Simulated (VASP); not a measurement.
# ZrC (Fm-3m) in VASP: a series of runs

The runs below take ZrC through relaxation of cell and atoms, with PBE.

Everything below comes from runs of VASP 6.6.1. Logs are shortened: lines on timing, memory, paths and dates and some standing lists are left out, and cuts for length are marked.

## Step 1: The structure

It takes space group Fm-3m (No. 225, cubic). Conventional cell: a = 4.730 Å, b = 4.730 Å, c = 4.730 Å, α = 90.00°, β = 90.00°, γ = 90.00°. Zr (site symmetry m-3m) has 6 C at 2.37 Å as nearest neighbours. C (site symmetry m-3m) has 6 Zr at 2.37 Å as nearest neighbours.

## Step 2: Relaxation of cell and atoms, PBE

INCAR reads:

```
SYSTEM = ZrC
ALGO = Fast
EDIFF = 1E-7
EDIFFG = -0.002
ENCUT = 520
GGA = PE
IBRION = 2
ISIF = 3
ISMEAR = 0
LASPH = .True.
LCHARG = .False.
LREAL = .False.
LWAVE = .False.
NELM = 80
NSW = 80
PREC = Accurate
SIGMA = 0.1
```

KPOINTS reads:

```
k-points
0
Gamma
  6 6 6
  0 0 0
```

POSCAR reads:

```
ZrC
1.0
    0.0000000000      2.3650000000      2.3650000000
    2.3650000000      0.0000000000      2.3650000000
    2.3650000000      2.3650000000      0.0000000000
Zr C
1 1
Direct
    0.5000000000      0.5000000000      0.5000000000
    0.0000000000      0.0000000000      0.0000000000
```

Potentials or basis: VASP PAW PBE potentials, release 64 (Zr_sv, C).

Run with:

```
$ cat potpaw_PBE.64/Zr_sv/POTCAR potpaw_PBE.64/C/POTCAR > POTCAR
$ mpirun -np 1 vasp_std > vasp.out
```

OUTCAR:

```text
SYSTEM = ZrC
   EDIFF = 1E-7
   EDIFFG = -0.002
   ENCUT = 520
   GGA = PE
   IBRION = 2
   ISIF = 3
   ISMEAR = 0
   LASPH = .True.
   LREAL = .False.
   NELM = 80
   NSW = 80
   PREC = Accurate

 ion  position               nearest neighbor table
   1  0.500  0.500  0.500-   2 2.37   2 2.37   2 2.37   2 2.37   2 2.37   2 2.37
   2  0.000  0.000  0.000-   1 2.37   1 2.37   1 2.37   1 2.37   1 2.37   1 2.37

  LATTYP: Found a face centered cubic cell.
 ALAT       =     4.7300000000

  Lattice vectors:

 A1 = (   0.0000000000,   2.3650000000,   2.3650000000)
 A2 = (   2.3650000000,   0.0000000000,   2.3650000000)
 A3 = (   2.3650000000,   2.3650000000,   0.0000000000)

Analysis of symmetry for initial positions (statically):
=====================================================================
 Subroutine PRICEL returns:
 Original cell was already a primitive cell.

 Routine SETGRP: Setting up the symmetry group for a
 face centered cubic supercell.

 Subroutine GETGRP returns: Found 48 space group operations
 (whereof 48 operations were pure point group operations)
 out of a pool of 48 trial point group operations.

The static configuration has the point symmetry O_h .

Analysis of symmetry for dynamics (positions and initial velocities):
=====================================================================
 Subroutine PRICEL returns:
 Original cell was already a primitive cell.

 Routine SETGRP: Setting up the symmetry group for a
 face centered cubic supercell.

 Subroutine GETGRP returns: Found 48 space group operations
 (whereof 48 operations were pure point group operations)
 out of a pool of 48 trial point group operations.

The dynamic configuration has the point symmetry O_h .

 Subroutine INISYM returns: Found 48 space group operations
 (whereof 48 operations are pure point group operations),
 and found     1 'primitive' translations

----------------------------------------------------------------------------------------

                                     Primitive cell

  volume of cell :      26.4560

  direct lattice vectors                    reciprocal lattice vectors
     0.000000000  2.365000000  2.365000000    -0.211416490  0.211416490  0.211416490
     2.365000000  0.000000000  2.365000000     0.211416490 -0.211416490  0.211416490
     2.365000000  2.365000000  0.000000000     0.211416490  0.211416490 -0.211416490

  length of vectors
     3.344615075  3.344615075  3.344615075     0.366184103  0.366184103  0.366184103

  position of ions in fractional coordinates (direct lattice)
     0.500000000  0.500000000  0.500000000
     0.000000000  0.000000000  0.000000000

  ion indices of the primitive-cell ions
   primitive index   ion index
                 1           1
                 2           2

----------------------------------------------------------------------------------------

 KPOINTS: k-points

Automatic generation of k-mesh.
 Grid dimensions read from file:
 generate k-points for:    6    6    6

 Generating k-lattice:

  Cartesian coordinates                     Fractional coordinates (reciprocal lattice)
    -0.035236082  0.035236082  0.035236082     0.166666667  0.000000000  0.000000000
     0.035236082 -0.035236082  0.035236082     0.000000000  0.166666667  0.000000000
     0.035236082  0.035236082 -0.035236082     0.000000000  0.000000000  0.166666667

  Length of vectors
     0.061030684  0.061030684  0.061030684

  Shift w.r.t. Gamma in fractional coordinates (k-lattice)
     0.000000000  0.000000000  0.000000000

 Subroutine IBZKPT returns following result:
 ===========================================

 Found     16 irreducible k-points:

 Following reciprocal coordinates:
            Coordinates               Weight
  0.000000  0.000000  0.000000      1.000000
  0.166667  0.000000  0.000000      8.000000
  0.333333  0.000000  0.000000      8.000000
  0.500000  0.000000  0.000000      4.000000
  0.166667  0.166667  0.000000      6.000000
  0.333333  0.166667  0.000000     24.000000
[... 8 lines left out ...]
 -0.333333  0.333333  0.166667     24.000000
 -0.333333  0.500000  0.166667     12.000000
   k-points           NKPTS =     16   k-points in BZ     NKDIM =     16   number of bands    NBANDS=     12
   number of dos      NEDOS =    301   number of ions     NIONS =      2
   total plane-waves  NPLWV =  21952
   dimension x,y,z NGX =    28 NGY =   28 NGZ =   28
   dimension x,y,z NGXF=    56 NGYF=   56 NGZF=   56
   ions per type =               1   1
   NGX,Y,Z   is equivalent  to a cutoff of  13.92, 13.92, 13.92 a.u.
   NGXF,Y,Z  is equivalent  to a cutoff of  27.84, 27.84, 27.84 a.u.
 SYSTEM =  ZrC
   PREC   = accura    normal or accurate (medium, high low for compatibility)
   ISTART =      0    job   : 0-new  1-cont  2-samecut
   ICHARG =      2    charge: 1-file 2-atom 10-const
   ISPIN  =      1    spin polarized calculation?
   LNONCOLLINEAR =      F non collinear calculations
   LSORBIT =      F    spin-orbit coupling
   LASPH  =      T    aspherical Exc in radial PAW
   ENCUT  =  520.0 eV  38.22 Ry    6.18 a.u.   6.22  6.22  6.22*2*pi/ulx,y,z
   NELM   =     80;   NELMIN=  2; NELMDL= -5     # of ELM steps
   EDIFF  = 0.1E-06   stopping-criterion for ELM
   LREAL  =      F    real-space projection
   EDIFFG = -.2E-02   stopping-criterion for IOM
   NSW    =     80    number of steps for IOM
   IBRION =      2    ionic relax: 0-MD 1-quasi-New 2-CG
   NFREE  =      1    steps in history (QN), initial steepest desc. (CG)
   ISIF   =      3    stress and relaxation
   ISYM   =      2    0-nonsym 1-usesym 2-fastsym
   POTIM  = 0.5000    time-step for ionic-motion
   TEBEG  =    0.0;   TEEND  =   0.0 temperature during run
   PSTRESS=    0.0 pullay stress
   NELECT =      16.0000    total number of electrons
   NUPDOWN=      -1.0000    fix difference up-down
   EMIN   =  10.00;   EMAX   =-10.00  energy-range for DOS
   EFERMI =   0.00;   METHOD = LEGACY
   ISMEAR =     0;   SIGMA  =   0.10  broadening in eV -4-tet -1-fermi 0-gaus
   EFERMI_NEDOS =   21; number of points for ismear=-14 and -15
   IALGO  =     68    algorithm
   IMIX   =      4    mixing-type and parameters
     AMIX     =   0.40;   BMIX     =  1.00
     AMIX_MAG =   1.60;   BMIX_MAG =  1.00
  volume/ion in A,a.u.               =      13.23        89.27
  Fermi-wavevector in a.u.,A,eV,Ry     =   1.384439  2.616209 26.077880  1.916670
  Thomas-Fermi vector in A             =   2.508943
   LORBIT       =      0    0 simple, 1 ext, 2 COOP (PROOUT), +10 PAW based schemes
   GGA     = PE    functional components
   LHFCALC =     F    Hartree Fock is set to
   AEXX    =    0.0000 exact exchange contribution
   IVDW    =     0    specifies the selected vdW correction
   LEPSILON=     F    determine dielectric tensor
   LRPA    =     F    only Hartree local field effects (RPA)
 conjugate gradient relaxation of ions
 non-spin polarized calculation
 RMM-DIIS sequential band-by-band and
 Gauss-broadening in eV      SIGMA  =   0.10
  energy-cutoff  :      520.00
  volume of cell :       26.46
 maximum number of plane-waves:       725
 NGX is ok and might be reduce to    28
   NGX = 13   NGY = 13   NGZ = 13

--------------------------------------- Ionic step        1  -------------------------------------------

 number of electron      16.0000000 magnetization

 Free energy of the ion-electron system (eV)
  ---------------------------------------------------
  ext. energy  EPLUGINS =         0.00000000
  ---------------------------------------------------
  free energy    TOTEN  =       -19.45019314 eV

  energy without entropy =      -19.44943293  energy(sigma->0) =      -19.44981303

------------------------ aborting loop because EDIFF is reached ----------------------------------------

  FORCE on cell =-STRESS in cart. coord.  units (eV):
  Direction    XX          YY          ZZ          XY          YZ          ZX
  --------------------------------------------------------------------------------------
  -------------------------------------------------------------------------------------
  Total       -0.4327061     -0.4327061     -0.4327061      0.0000000      0.0000000     -0.0000000
  in kB      -26.2047588    -26.2047588    -26.2047588      0.0000000      0.0000000     -0.0000000
  external PRESSURE =     -26.2047588 kB  Pullay stress =       0.0000000 kB

 VOLUME and BASIS-vectors are now :
 -----------------------------------------------------------------------------
  energy-cutoff  :      520.00
  volume of cell :       26.46
      direct lattice vectors                 reciprocal lattice vectors
     0.000000000  2.365000000  2.365000000    -0.211416490  0.211416490  0.211416490
     2.365000000  0.000000000  2.365000000     0.211416490 -0.211416490  0.211416490
     2.365000000  2.365000000  0.000000000     0.211416490  0.211416490 -0.211416490
[... 37 lines left out ...]
 POSITION                                       TOTAL-FORCE (eV/Angst)
 -----------------------------------------------------------------------------------
      2.34032      2.34032      2.34032         0.000000     -0.000000      0.000000
      2.34032      2.34032      0.00000        -0.000000      0.000000     -0.000000
 -----------------------------------------------------------------------------------
    total drift:                                0.000000      0.000000      0.000000

  FREE ENERGIE OF THE ION-ELECTRON SYSTEM (eV)
  ---------------------------------------------------
  free  energy   TOTEN  =       -19.4459334745 eV

  energy  without entropy=      -19.4454371182  energy(sigma->0) =      -19.44568530

--------------------------------------- Ionic step        3  -------------------------------------------

 number of electron      16.0000000 magnetization

 Free energy of the ion-electron system (eV)
  ---------------------------------------------------
  ext. energy  EPLUGINS =         0.00000000
  ---------------------------------------------------
  free energy    TOTEN  =       -19.45282565 eV

  energy without entropy =      -19.45219057  energy(sigma->0) =      -19.45250811

 E-fermi :   9.4661     XC(G=0): -12.0984

 val. band max:        9.3043641098   @ k =   0.1667   0.1667   0.0000
 cond. band min:       9.5982322645   @ k =   0.5000   0.5000   0.0000
 fundamental gap:      0.2938681548
 Fermi energy:         9.4660544325

 k-point     1 :       0.0000    0.0000    0.0000
  band No.  band energies     occupation
      1     -38.6009      2.00000
      2     -16.3155      2.00000
      3     -16.3155      2.00000
      4     -16.3155      2.00000
      5      -1.7387      2.00000
      6      10.4812      0.00000
      7      10.4812      0.00000
      8      10.4812      0.00000
      9      10.6246      0.00000
     10      10.6246      0.00000
     11      10.6246      0.00000
     12      12.3263      0.00000

 k-point     2 :       0.1667    0.0000    0.0000
  band No.  band energies     occupation
      1     -38.5765      2.00000
      2     -16.5357      2.00000
      3     -16.3351      2.00000
      4     -16.3351      2.00000
      5      -1.1432      2.00000
      6       8.1247      2.00000
      7       8.6617      2.00000
      8       8.6617      2.00000
      9      11.3867      0.00000
     10      11.3867      0.00000
     11      11.8160      0.00000
     12      14.6477      0.00000
[... 230 lines left out ...]
 POSITION                                       TOTAL-FORCE (eV/Angst)
 -----------------------------------------------------------------------------------
      2.35552      2.35552      2.35552         0.000000      0.000000     -0.000000
      0.00000      0.00000      0.00000         0.000000     -0.000000      0.000000
 -----------------------------------------------------------------------------------
    total drift:                                0.000000      0.000000      0.000000

  FREE ENERGIE OF THE ION-ELECTRON SYSTEM (eV)
  ---------------------------------------------------
  free  energy   TOTEN  =       -19.4528256467 eV

  energy  without entropy=      -19.4521905680  energy(sigma->0) =      -19.45250811

 reached required accuracy - stopping structural energy minimisation
```

It took 41 s on 1 thread of AMD EPYC 7R13 (Zen 3), shared host; peak memory 0.13 GiB.

What came out:

```yaml
Free_energy: -19.4528 eV
Relaxed_volume: 13.07 Å³/atom
Relaxed_cell: a = 3.331 Å, b = 3.331 Å, c = 3.331 Å, α = 60.00°, β = 60.00°, γ = 60.00°
Space_group_after_relaxing_to_0.05_Å: Fm-3m (No. 225)
Energy_gained_by_relaxing: 1.3 meV/atom
Ionic_steps: 3
Pressure_after_relaxing: 0.0 GPa
Band_gap_on_the_k_mesh: none (metal or under the smearing width)
```

The path:
```tsv
step	energy change (eV)	largest force (eV/Å)	pressure (GPa)	volume (Å³)
1	0.0000	0.0000	-2.62	26.46
2	0.0043	0.0000	4.48	25.64
3	-0.0026	0.0000	-0.01	26.14
```

Final structure:
```
Zr C
1.0
     0.00000    2.35552    2.35552
     2.35552    0.00000    2.35552
     2.35552    2.35552    0.00000
Zr C
1 1
Direct
  0.50000 0.50000 0.50000
  0.00000 0.00000 0.00000
```

Caveat: the k mesh is coarse (spacing up to 0.38 Å⁻¹), so the values aren't converged.

## Step 3: Relaxation of cell and atoms, PBE

This run uses another cell than the first one, of 13.07 Å³/atom, 0.988 times its volume.

INCAR is that of step 2.

KPOINTS is that of step 2.

POSCAR reads:

```
ZrC                                     
1.0
    0.0000000000      2.3555215433      2.3555215433
    2.3555215433      0.0000000000      2.3555215433
    2.3555215433      2.3555215433      0.0000000000
  Zr              C             
     1     1
Direct
     0.5000000000000000    0.5000000000000000    0.5000000000000000
     0.0000000000000000    0.0000000000000000    0.0000000000000000
```

Potentials or basis: VASP PAW PBE potentials, release 64 (Zr_sv, C).

Run with:

```
$ cat potpaw_PBE.64/Zr_sv/POTCAR potpaw_PBE.64/C/POTCAR > POTCAR
$ mpirun -np 1 vasp_std > vasp.out
```

Run time: 18 s. Hardware: 1 thread of AMD EPYC 7R13 (Zen 3), shared host; peak memory 0.12 GiB.

The run converged. Its results:

```
Free energy             : -19.4526 eV
Pressure after relaxing : 0.0 GPa
Band gap on the k mesh  : none (metal or under the smearing width)
```

Final structure:
```xyz
2
Lattice="0.0000 2.3555 2.3555 2.3555 0.0000 2.3555 2.3555 2.3555 0.0000" Properties=species:S:1:pos:R:3 pbc="T T T"
Zr    2.3555    2.3555    2.3555
C     0.0000    0.0000    0.0000
```

Levels at points of the mesh, in eV from the Fermi level:
| k point | band 4 | band 5 | band 6 | band 7 | band 8 | band 9 | band 10 | band 11 | band 12 |
| --- | --- | --- | --- | --- | --- | --- | --- | --- | --- |
| (0.00, 0.00, 0.00) | -25.78 | -11.20 | 1.02 | 1.02 | 1.02 | 1.16 | 1.16 | 1.16 | 2.86 |
| (0.50, 0.00, 0.00) | -25.86 | -8.16 | -5.20 | -2.83 | -2.83 | 4.53 | 4.53 | 5.47 | 6.57 |
| (0.50, 0.50, 0.00) | -26.06 | -10.04 | -1.99 | -1.67 | 0.13 | 0.13 | 4.48 | 5.68 | 5.68 |

Caveat: the k mesh is coarse (spacing up to 0.39 Å⁻¹), so the values aren't converged; the relaxation stopped at its first step, so nothing moved.
